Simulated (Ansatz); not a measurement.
# Ba17O16: the cost of one run

Method: DFT PBE, scalar-relativistic, plane waves, PAW, in Ansatz 0.2.0.

3 further runs of the same task are left out: 3 set aside as unsound or not needed.

**1. The starting structure**

It takes space group Fm-3m (No. 225, cubic). The conventional cell has a = 5.574 Å, b = 5.574 Å, c = 5.574 Å, α = 90.00°, β = 90.00°, γ = 90.00°. Ba (site symmetry m-3m) has 6 O at 2.79 Å as nearest neighbours. O (site symmetry m-3m) is surrounded by 6 Ba at 2.79 Å.

As a file:

```
Ba O
1.0
     0.00000    2.78700    2.78700
     2.78700    0.00000    2.78700
     2.78700    2.78700    0.00000
Ba O
1 1
Direct
  0.00000 0.00000 0.00000
  0.50000 0.50000 0.50000
```

It goes back to an entry of the Materials Project.

It is the result of an earlier relaxation at this level (volume 21.65 Å³/atom; gap on the mesh: 2.10 eV).

The perfect supercell (rows 1 1 1; 1 -3 1; 1 1 -3 in vectors of this cell) was computed beforehand with the same settings: E(σ→0) = -104312.7269 eV for 32 atoms, gap 2.41 eV on its own mesh.

**2. The defect cell**

The extra atom is put at (0.250, 0.000, 0.000) of the supercell, the middle of a void of radius 2.41 Å. The other atoms start on their ideal sites. Its neighbours are 4 O at 2.41 Å, 4 Ba at 2.41 Å.

**3. Relaxation at the host's cell**

Contents of input.yaml:

```yaml
crystal:
  lattice:
    - [5.5739975724, 5.5739975724, 5.5739975724]
    - [-5.5739975724, 5.5739975724, -5.5739975724]
    - [-5.5739975724, -5.5739975724, 5.5739975724]
  atoms:
    - { symbol: Ba, position: [0.5, 0.75, 0.75] }
    - { symbol: Ba, position: [0.5, 0.5, 0.0] }
    - { symbol: Ba, position: [0.75, 0.5, 0.75] }
    - { symbol: Ba, position: [0.5, 0.25, 0.25] }
    - { symbol: Ba, position: [0.75, 0.25, 0.0] }
    - { symbol: Ba, position: [0.0, 0.25, 0.75] }
    - { symbol: Ba, position: [0.5, 0.0, 0.5] }
    - { symbol: Ba, position: [0.75, 0.0, 0.25] }
    - { symbol: Ba, position: [0.0, 0.0, 0.0] }
    - { symbol: Ba, position: [0.25, 0.0, 0.75] }
    - { symbol: Ba, position: [0.75, 0.75, 0.5] }
    - { symbol: Ba, position: [0.0, 0.75, 0.25] }
    - { symbol: Ba, position: [0.25, 0.75, 0.0] }
    - { symbol: Ba, position: [0.0, 0.5, 0.5] }
    - { symbol: Ba, position: [0.25, 0.5, 0.25] }
    - { symbol: Ba, position: [0.25, 0.25, 0.5] }
    - { symbol: O, position: [0.5, 0.0, 0.0] }
    - { symbol: O, position: [0.5, 0.75, 0.25] }
    - { symbol: O, position: [0.75, 0.75, 0.0] }
    - { symbol: O, position: [0.5, 0.5, 0.5] }
    - { symbol: O, position: [0.75, 0.5, 0.25] }
    - { symbol: O, position: [0.0, 0.5, 0.0] }
    - { symbol: O, position: [0.5, 0.25, 0.75] }
    - { symbol: O, position: [0.75, 0.25, 0.5] }
    - { symbol: O, position: [0.0, 0.25, 0.25] }
    - { symbol: O, position: [0.25, 0.25, 0.0] }
    - { symbol: O, position: [0.75, 0.0, 0.75] }
    - { symbol: O, position: [0.0, 0.0, 0.5] }
    - { symbol: O, position: [0.25, 0.0, 0.25] }
    - { symbol: O, position: [0.0, 0.75, 0.75] }
    - { symbol: O, position: [0.25, 0.75, 0.5] }
    - { symbol: O, position: [0.25, 0.5, 0.75] }
    - { symbol: Ba, position: [0.25, 0.0, 0.0] }
  host:
    lattice:
      - [0.0, 2.7869987862, 2.7869987862]
      - [2.7869987862, 0.0, 2.7869987862]
      - [2.7869987862, 2.7869987862, 0.0]
    atoms:
      - { symbol: Ba, position: [0.0, 0.0, 0.0] }
      - { symbol: O, position: [0.5, 0.5, 0.5] }
basis:
  ecutwfc: 420
  xc_grid: 2
kpoints:
  mp_grid: { grid: [2, 2, 2], shift: [0.5, 0.5, 0.5] }
hamiltonian:
  xc: pbe
scf:
  occupations: { method: gaussian, width: 0.01 }
output:
  forces: true
  stress: false
  eigenvalues: true
  charged_corrections: { defect_position: [0.25, 0.0, 0.0] }
relax:
  adjacent_minimum: "off"
  f_tol: 0.025
  max_steps: 45
```

Launch:

```bash
$ ansatz run input.yaml --threads 4 --pin off --max-ram 6144MiB --backend cpu --events-out ev --progress --plain --runs-dir out
```

What time and memory should one allow on 4 threads of an Arm CPU, shared host?

About 1.8 min, with a peak of 1.5 GiB.
